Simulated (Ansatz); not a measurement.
## A convergence test on BeTe (F-43m): k mesh of the density

Aim: see how gap, energy and time of BeTe (F-43m) follow the k mesh of the density.

Main program and level: Ansatz 0.2.0; DFT, PBE, plane waves, PAW; PAW set soft_1.

## (1) The starting structure

Symmetry: F-43m, No. 216, cubic system. The conventional cell has a = 5.663 Å, b = 5.663 Å, c = 5.663 Å, α = 90.00°, β = 90.00°, γ = 90.00°. Nearest to Be lie 4 Te at 2.45 Å. Te has 4 Be at 2.45 Å nearest. Farther neighbours and most contacts between anions are not listed.

Structure file:

```cif
data_structure
_symmetry_space_group_name_H-M 'F-43m'
_symmetry_Int_Tables_number 216
_cell_length_a 5.6629
_cell_length_b 5.6629
_cell_length_c 5.6629
_cell_angle_alpha 90.000
_cell_angle_beta 90.000
_cell_angle_gamma 90.000
_cell_volume 181.60
loop_
_atom_site_label
_atom_site_type_symbol
_atom_site_symmetry_multiplicity
_atom_site_Wyckoff_symbol
_atom_site_fract_x
_atom_site_fract_y
_atom_site_fract_z
_atom_site_occupancy
Be1 Be 4 a 0.00000 0.00000 0.00000 1
Te1 Te 4 c 0.25000 0.25000 0.25000 1
```

The cell and positions are those that the Materials Project relaxed with its own functionals (PBE, PBE+U or r2SCAN), kept fixed. Spin-orbit coupling is left out unless a step names it.

## (2) k mesh of the density: 2×2×2

input.yaml

```yaml
crystal:
  lattice:
    - [0.0, 2.8314587876, 2.8314587876]
    - [2.8314587876, 0.0, 2.8314587876]
    - [2.8314587876, 2.8314587876, 0.0]
  atoms:
    - { symbol: Be, position: [0.0, 0.0, 0.0] }
    - { symbol: Te, position: [0.75, 0.75, 0.75] }
kpoints:
  mp_grid: { grid: [2, 2, 2] }
  band_path:
    path:
      - [0.0, 0.0, 0.0]
      - [-0.5, -0.5, 0.0]
      - [-0.375, -0.375, 0.25]
      - [-0.375, 0.0, 0.375]
      - [0.0, 0.0, 0.5]
      - [-0.5, -0.25, 0.25]
    npoints: 1
hamiltonian:
  xc: pbe
  pseudopotentials: { kind: paw, azcp: { folder: soft_1 } }
scf:
  occupations: { method: fixed }
  n_extra_bands: 4
output:
  eigenvalues: true
```

Launch:

```
$ ansatz run input.yaml --threads 3 --pin off --max-ram 92160MiB --backend cuda --events-out ev --progress --plain --runs-dir out --devices 1 --max-vram 13GiB
```

Numbers of over 12 decimals in the logs are rounded to 6 here.

Output:

```text
scf.n_extra_bands = 4 over 9 filled bands (N_el = 18.0): the run solves 13 bands
GPUs: using 1 of 1 available (devices: 1).
Engine: ansatz 0.2.0, x86_64-unknown-linux-gnu
Pseudopotentials: kind: paw
Pseudopotential: Be, paw, valence charge 2, recommended cutoff 420 eV (normal), soft_1/Be.paw.azcp
Pseudopotential: Te, paw, valence charge 16, recommended cutoff 420 eV (normal), soft_1/Te.paw.azcp
Functional definition: PBE
  parameter kappa = 0.804
  parameter beta = 0.066725
  exchange = pbe_x(kappa = kappa, mu = beta*pi^2/3)
  correlation = pbe_c(beta = beta)
device memory: the entry about to start is reckoned to put 1.3 GiB on a device that reports 37.3 GiB free (of which the cap on the GPU budget leaves the run 13.0 GiB)
GPU FFT provider: cuFFT
GPU libraries: cuBLAS 13.8.2, cuFFT 12.4.0, cuSOLVER 12.3.4
Crystal: 2 atoms, lattice volume = 45.401 Å³
Basis set: ecut = 420 eV, 893 PW (Γ)
Bands: 13, of which v1, the nominal top of the filled ones, is band 9 counted from 1 (8 counted from 0)
Symmetry: 24 space group operations
Space group: F-43m (ITA 216), of the structure as read, at distance tolerance 3.6e-5 Å
k-points: 3 of 8
Non-local potential: Be, projectors of the file, l = 0: 2, l = 1: 2, l = 2: 1
Non-local potential: Te, projectors of the file, l = 0: 2, l = 1: 2, l = 2: 2, l = 3: 1
PAW form: soft (Blöchl's): semilocal exchange-correlation on the pseudo side does not see the compensation charge
PAW one-centre angular grid: Be, 110 points (default); XC on 64 Gauss nodes
PAW one-centre angular grid: Te, 590 points (default); XC on 64 Gauss nodes
Initial density: superposition of atomic densities (chi_scale 0.1, normalization cell, long waves kept (reshape's long-wave potential 0.00 eV rms))
Initial wavefunctions: pseudopotential atomic-orbital guess
GPU buffer pool allocated for 19683 grid points (all kernels)
GPU transforms: local potential and band sums: pruned to the plane-wave sphere, on 25×27×27
Functional: x = pbe(κ = 0.804, μ = 0.219515), c = pbe(β = 0.066725)
SCF iter   1: F=—  HF=-7072.015175 eV  |F-HF|=—  |Δ(HF+E_count)|=         —  Δρ=3.69e-2  dr2=7.20e-1  ethr=3.10e-3  ⟨swp⟩=4.3  Hψ=211  notcnv=0  defer=4
preconditioner: auto → none  [insulator: Δε(μ)=2.007 eV  Ē_g=9.775 eV  n_scr=14 (ndim 8)  ℏωp=15.6 eV  f_vac=0.000  ε∞_Penn≈3.5]
SCF iter   2: F=—  HF=-7071.869654 eV  |F-HF|=—  |Δ(HF+E_count)|=   1.46e-1  Δρ=1.57e-2  dr2=1.07e-1  ethr=3.10e-3  ⟨swp⟩=2.0  Hψ=72  notcnv=0  defer=3
SCF iter   3: F=—  HF=-7071.869676 eV  |F-HF|=—  |Δ(HF+E_count)|=   2.23e-5  Δρ=2.50e-3  dr2=1.49e-3  ethr=5.94e-4  ⟨swp⟩=2.3  Hψ=59  notcnv=0  defer=4
SCF iter   4: F=—  HF=-7071.870593 eV  |F-HF|=—  |Δ(HF+E_count)|=   9.17e-4  Δρ=7.35e-4  dr2=2.35e-4  ethr=8.25e-6  ⟨swp⟩=3.3  Hψ=71  notcnv=0  defer=4
SCF iter   5: F=—  HF=-7071.870621 eV  |F-HF|=—  |Δ(HF+E_count)|=   2.77e-5  Δρ=1.51e-4  dr2=1.10e-5  ethr=1.31e-6  ⟨swp⟩=2.7  Hψ=73  notcnv=0  defer=4
SCF iter   6: F=—  HF=-7071.870732 eV  |F-HF|=—  |Δ(HF+E_count)|=   1.12e-4  Δρ=2.26e-5  dr2=1.57e-7  ethr=6.10e-8  ⟨swp⟩=3.0  Hψ=66  notcnv=0  defer=3
SCF iter   7: F=-7071.870733 eV  HF=-7071.870733 eV  |F-HF|=4.49e-9  |Δ(HF+E_count)|=   3.72e-7  Δρ=2.65e-6  dr2=3.86e-9  ethr=5.56e-10  ⟨swp⟩=6.3  Hψ=178  notcnv=0
SCF 1 converged in 7 iterations: F = -7071.870733 eV  dr2 = 3.86e-9
[...]
device memory: the entry about to start is reckoned to put 0.7 GiB on a device that reports 37.3 GiB free (of which the cap on the GPU budget leaves the run 13.0 GiB)
NSCF: frozen V_eff on 6 k-points
SCF converged after 7 iterations
Free energy (F): -7071.870733 eV
Harris-Foulkes:  -7071.870733 eV  (|F-HF|=4.49e-9)
Internal energy: -7071.870733 eV  (E = F + TS)
E sigma→0 (E₀):  -7071.870733 eV
Fermi energy:    7.401986 eV
--- Per-component energies (eV) ---
  E_band       = -262.585469
  E_kinetic    = 195.984813
  E_local      = -1762.355662  (includes V_loc(G=0)·N_el)
  E_nonlocal   = 72.861854
  E_hartree    = 880.203362
  E_xc         = -141.472835
  E_vxc        = -121.044081  (∫ρ·V_xc dr)
  E_paw        = -4736.251138  (= ΣΔE_a)
  E_vpaw       = -408.436879  (= ΣTr[D̂ρ^β])
  E_aug_tail   = 0.000087  (compensation charges beyond the density's cutoff)
  E_ewald      = -1580.841214
  E_smearing   = -0.000000  (= −TS)
  E_closure    = 0.000000  (closes the sum)
  Σ components = -7071.870733   (vs F -7071.870733, Δ=0.00e0)
--- Band table (eV) ---
  k-point 0: bands = [... 5 lower, -4.7683, 7.4020, 7.4020, 7.4020, 10.9182, 10.9182, 10.9182, 11.1003]
  k-point 1: bands = [... 5 lower, -3.4354, 1.9019, 6.2733, 6.2733, 10.3758, 11.9074, 11.9074, 15.1741]
  k-point 2: bands = [... 5 lower, -2.9467, 2.3119, 4.7742, 4.7742, 9.3401, 10.0069, 16.9630, 16.9630]
```

Elapsed: 4 s, on 1 × NVIDIA H100 80GB HBM3 (shared by 6 runs) with 3 threads of AMD EPYC 7R13 (Zen 3), shared host; peak memory 0.87 GiB; 3.9 s of CPU time.

The column dr2 measures how far the density is from self-consistency, as an energy; F and HF (Harris–Foulkes) agree once it is small.

Numbers from this step:

| Property | Result |
| --- | --- |
| gap | 1.938 eV |
| valence top at | Γ |
| conduction bottom at | X |
| least direct gap | 3.516 eV |

The gap is indirect, with the least direct gap 1.58 eV higher.

## (3) k mesh of the density: 4×4×4

Changes to input.yaml since step 2:

```diff
@@ -9,3 +9,3 @@
 kpoints:
-  mp_grid: { grid: [2, 2, 2] }
+  mp_grid: { grid: [4, 4, 4] }
   band_path:
```

Output:

```text
[...]
GPUs: using 1 of 1 available (devices: 1).
[...]
GPU FFT provider: cuFFT
GPU libraries: cuBLAS 13.8.2, cuFFT 12.4.0, cuSOLVER 12.3.4
Crystal: 2 atoms, lattice volume = 45.401 Å³
Basis set: ecut = 420 eV, 893 PW (Γ)
Bands: 13, of which v1, the nominal top of the filled ones, is band 9 counted from 1 (8 counted from 0)
[... 1 set-up line as in the run before ...]
[...]
Fermi energy:    7.196294 eV
[...]
--- Band table (eV; the first three rows and the last of 8) ---
  k-point 0: bands = [... 5 lower, -4.9925, 7.1963, 7.1963, 7.1963, 10.8247, 10.8247, 10.8247, 10.8993]
  k-point 1: bands = [... 5 lower, -4.4516, 3.9341, 6.5402, 6.5402, 10.4768, 11.6878, 11.6878, 14.1496]
  k-point 2: bands = [... 5 lower, -3.6887, 1.7618, 6.0913, 6.0913, 10.2317, 11.8055, 11.8055, 15.0263]
  k-point 7: bands = [... 5 lower, -3.1818, 2.6837, 3.5913, 4.0692, 12.4892, 12.7237, 12.7783, 13.3269]
[key lines of the parts left out:]
SCF converged after 7 iterations
Free energy (F): -7073.463755 eV
```

Wall time 7.6 s (1 × NVIDIA H100 80GB HBM3 (shared by 6 runs) with 3 threads); peak memory 0.87 GiB; 7.2 s of CPU time.

Numbers from this step:

| Quantity | Value |
| --- | --- |
| gap | 2.017 eV |
| valence top at | Γ |
| conduction bottom at | X |
| least direct gap | 3.628 eV |

The gap is 2.017 eV, +0.079 eV from the run before at this level.

## (4) k mesh of the density: 8×8×8 (the default)

input.yaml, the sections that differ from step 3:

```yaml
kpoints:
  mp_grid: { grid: [8, 8, 8] }
  band_path:
    path:
      - [[0.0, 0.0, 0.0], [-0.5, -0.5, 0.0], [-0.375, -0.375, 0.25]]
      - [[-0.375, 0.0, 0.375], [0.0, 0.0, 0.0], [0.0, 0.0, 0.5], [-0.5, -0.25, 0.25], [-0.5, -0.5, 0.0]]
    npoints: 10
scf:
  occupations: { method: fermi_dirac, width: 0.02 }
  n_extra_bands: 4
output:
  eigenvalues: true
  write_density: true
  write_potential: true
  elf: true
  volumetric_format: npy
# crystal, hamiltonian: as in step 3
```

Output:

```text
[...]
GPUs: using 1 of 1 available (devices: 1).
[...]
GPU FFT provider: cuFFT
GPU libraries: cuBLAS 13.8.2, cuFFT 12.4.0, cuSOLVER 12.3.4
Crystal: 2 atoms, lattice volume = 45.401 Å³
Basis set: ecut = 420 eV, 893 PW (Γ)
Bands: 13, of which v1, the nominal top of the filled ones, is band 9 counted from 1 (8 counted from 0)
[... 1 set-up line as in the run before ...]
[...]
Fermi energy:    8.188700 eV
[...]
--- Band table (eV; the first three rows and the last of 29) ---
  k-point 0: bands = [... 5 lower, -5.0150, 7.1755, 7.1755, 7.1755, 10.8163, 10.8163, 10.8163, 10.8800]
  k-point 1: bands = [... 5 lower, -4.8711, 5.8844, 6.9481, 6.9481, 10.6967, 11.1523, 11.1523, 12.1979]
  k-point 2: bands = [... 5 lower, -4.4752, 3.9177, 6.5213, 6.5213, 10.4636, 11.6781, 11.6781, 14.1330]
  k-point 28: bands = [... 5 lower, -3.2090, 2.6702, 3.5758, 4.0545, 12.4729, 12.7135, 12.7670, 13.3139]
[key lines of the parts left out:]
SCF converged after 7 iterations
Free energy (F): -7073.540101 eV
```

Elapsed: 9.4 s, on 1 × NVIDIA H100 80GB HBM3 (shared by 6 runs) with 3 threads; peak memory 0.89 GiB.

This step gave:

```yaml
gap: 2.026 eV
valence_top_at: Γ
conduction_bottom_at: X
least_direct_gap: 3.641 eV
```

The gap is 2.026 eV, +0.009 eV from the run before at this level.

## (5) k mesh of the density: 10×10×10

input.yaml, the sections that differ from step 4:

```yaml
kpoints:
  mp_grid: { grid: [10, 10, 10] }
  band_path:
    path:
      - [0.0, 0.0, 0.0]
      - [-0.5, -0.5, 0.0]
      - [-0.375, -0.375, 0.25]
      - [-0.375, 0.0, 0.375]
      - [0.0, 0.0, 0.5]
      - [-0.5, -0.25, 0.25]
    npoints: 1
scf:
  occupations: { method: fixed }
  n_extra_bands: 4
# crystal, hamiltonian, output: as in step 4
```

Output:

```text
[...]
GPUs: using 1 of 1 available (devices: 1).
[...]
GPU FFT provider: cuFFT
GPU libraries: cuBLAS 13.8.2, cuFFT 12.4.0, cuSOLVER 12.3.4
Crystal: 2 atoms, lattice volume = 45.401 Å³
Basis set: ecut = 420 eV, 893 PW (Γ)
Bands: 13, of which v1, the nominal top of the filled ones, is band 9 counted from 1 (8 counted from 0)
[... 1 set-up line as in the run before ...]
[...]
Fermi energy:    7.175213 eV
[...]
--- Band table (eV; the first three rows and the last of 47) ---
  k-point 0: bands = [... 5 lower, -5.0154, 7.1752, 7.1752, 7.1752, 10.8162, 10.8162, 10.8162, 10.8798]
  k-point 1: bands = [... 5 lower, -4.9227, 6.2656, 7.0223, 7.0223, 10.7363, 11.0433, 11.0433, 11.8092]
  k-point 2: bands = [... 5 lower, -4.6583, 4.6851, 6.6916, 6.6916, 10.5573, 11.4978, 11.4978, 13.3998]
  k-point 46: bands = [... 5 lower, -3.2124, 2.5869, 3.6999, 4.0985, 11.5405, 12.0405, 13.7217, 14.0986]
[key lines of the parts left out:]
SCF converged after 7 iterations
Free energy (F): -7073.540668 eV
```

Elapsed: 9.7 s, on 1 × NVIDIA H100 80GB HBM3 (shared by 6 runs) with 3 threads; peak memory 0.89 GiB.

Numbers from this step:

| Property | Result |
| --- | --- |
| gap | 2.027 eV |
| valence top at | Γ |
| conduction bottom at | X |
| least direct gap | 3.641 eV |

The gap is 2.027 eV, as in the run before at this level.

## (6) The series

Differences are against the last row; a negative gap means that bands overlap, and a run with a band path holds that path's time. Times are wall times on 1 × NVIDIA H100 80GB HBM3 (shared by 6 runs) with 3 threads of AMD EPYC 7R13 (Zen 3), shared host, good to a factor of about two.

| k mesh of the density | gap (eV) | direct gap (eV) | gap error (eV) | energy error (meV/atom) | irreducible k | time |
| --- | --- | --- | --- | --- | --- | --- |
| 2×2×2 | 1.938 | 3.516 | −0.088 | +835.0 | 3 | 4 s |
| 4×4×4 | 2.017 | 3.628 | −0.009 | +38.5 | 8 | 7.6 s |
| 8×8×8 | 2.026 | 3.641 | −0.0001 | +0.3 | 29 | 9.4 s |
| 10×10×10 | 2.027 | 3.641 | +0.000 | +0.0 | 47 | 9.7 s |

## (7) Summary of results

```yaml
2x2x2: 1.938 eV
4x4x4: 2.017 eV
8x8x8: 2.026 eV
10x10x10: 2.027 eV
```

In words: The gap holds to 0.02 eV from 4×4×4 on. At 2×2×2 the gap is off by −0.088 eV and the energy by +835 meV/atom. The gap is read over the mesh and added points near the edges, so meshes differ mainly through the density and, for a hybrid, the exchange operator.

[Paths, hosts, dates, memory and timing lines, banners, echoed tables and standing remarks are left out of the program output.]

[Logs are printed without paths, hosts, clocks, repeated set-up lines and the standing remarks that a program may print on its own settings, such as how far it seeks lower states.]

[Runs of the session that timed out or met a known fault of the program may be left out.]

[Cells called generated may have been cut or substituted from an entry of the Crystallography Open Database or the Materials Project.]

[Hosts, paths, dates, database ids (printed as entryN), source tags and the programs' standing remarks are cut or masked in the printed files.]
